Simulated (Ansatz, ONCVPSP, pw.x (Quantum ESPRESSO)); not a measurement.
pw.x on bcc Os: one setting changed

Potential: optimised norm-conserving Vanderbilt (ONCV), ONCVPSP 4.0.1.1 (patched build), PBE; core [Kr] 4d10 4f14, reference 5s2 5p6 5d6 6s2; waves: 5s+6s: rc 1.50 bohr, ncon 3, nbas 7, qcut 7.7 1/bohr, 2 projectors; 5p: rc 1.60 bohr, ncon 4, nbas 8, qcut 6.8 1/bohr, 2 projectors, debl 0.7 Ha; 5d: rc 2.45 bohr, ncon 4, nbas 9, qcut 5.7 1/bohr, 1 projector; local part: polynomial inside 1.40 bohr (lpopt 5, dvloc0 6 Ha); core correction: Teter function, fcfact 1.7, rcfact 1.35. In the p channel the program set the typed energies aside and used -1.868, 0.250 Ha.

The reference run (k-mesh 15³, cutoffs 65/260 Ry, Fermi–Dirac 0.01 Ry, mixing_beta 0.4, conv_thr 1e-9, no spin) gives -1.02 GPa at 14.794 Å³/atom, where all-electron LAPW gives -0.02 GPa. This run, with its own iteration cap, changes conv_thr to 1e-06.

```
&control
  calculation='scf', prefix='x', pseudo_dir='./', outdir='./tmp', tstress=.true., disk_io='none'
/
&system
  ibrav=0, nat=1, ntyp=1, ecutwfc=65, ecutrho=260, nbnd=16,
  occupations='smearing', smearing='fd', degauss=0.01
/
&electrons
  conv_thr=1e-06, mixing_beta=0.4, electron_maxstep=50
/
ATOMIC_SPECIES
Os 1.0 Os.UPF
CELL_PARAMETERS angstrom
  -1.54647133 1.54647133 1.54647133
  1.54647133 -1.54647133 1.54647133
  1.54647133 1.54647133 -1.54647133
ATOMIC_POSITIONS crystal
Os 0.0000 0.0000 0.0000
K_POINTS automatic
15 15 15 0 0 0
```

```bash
pw.x < Os.scf.in > Os.scf.out
```

How does the run end?

It converges in 5 iterations; the free energy moves by +0.0 meV/atom and the pressure by -0.12 GPa.

```
Message from routine setup:
     using ibrav=0 with symmetry is DISCOURAGED, use correct ibrav instead
     lattice parameter (alat)  =       5.0618  a.u.
     unit-cell volume          =      99.8349 (a.u.)^3
     number of electrons       =        16.00
     number of Kohn-Sham states=           16
     kinetic-energy cutoff     =      65.0000  Ry
     charge density cutoff     =     260.0000  Ry
     scf convergence threshold =      1.0E-06
     Exchange-correlation= PBE
     number of k points=   120  Fermi-Dirac smearing, width (Ry)=  0.0100
     iteration #  1     ecut=    65.00 Ry     beta= 0.40
     total energy              =    -187.50534044 Ry
     estimated scf accuracy    <       0.02307340 Ry
     iteration #  2     ecut=    65.00 Ry     beta= 0.40
     total energy              =    -187.50669882 Ry
     estimated scf accuracy    <       0.00255852 Ry
     iteration #  3     ecut=    65.00 Ry     beta= 0.40
     total energy              =    -187.50700300 Ry
     estimated scf accuracy    <       0.00021367 Ry
     iteration #  4     ecut=    65.00 Ry     beta= 0.40
     total energy              =    -187.50701011 Ry
     estimated scf accuracy    <       0.00000183 Ry
     iteration #  5     ecut=    65.00 Ry     beta= 0.40
     the Fermi energy is    24.9292 ev
!    total energy              =    -187.50701050 Ry
     estimated scf accuracy    <       0.00000014 Ry
     smearing contrib. (-TS)   =      -0.00628624 Ry
     The total energy is F=E-TS. E is the sum of the following terms:
     one-electron contribution =     -26.95308906 Ry
     hartree contribution      =      23.45350967 Ry
     xc contribution           =     -24.60451121 Ry
     ewald contribution        =    -159.39663366 Ry
     convergence has been achieved in   5 iterations
          total   stress  (Ry/bohr**3)                   (kbar)     P=      -11.38
     Message from routine punch:
     Nothing written, as per user request (disk_io='none')
```

The run took about 8.5 s on one core of a shared host (Neoverse-V2, 96 threads, 742 GiB, load 66).
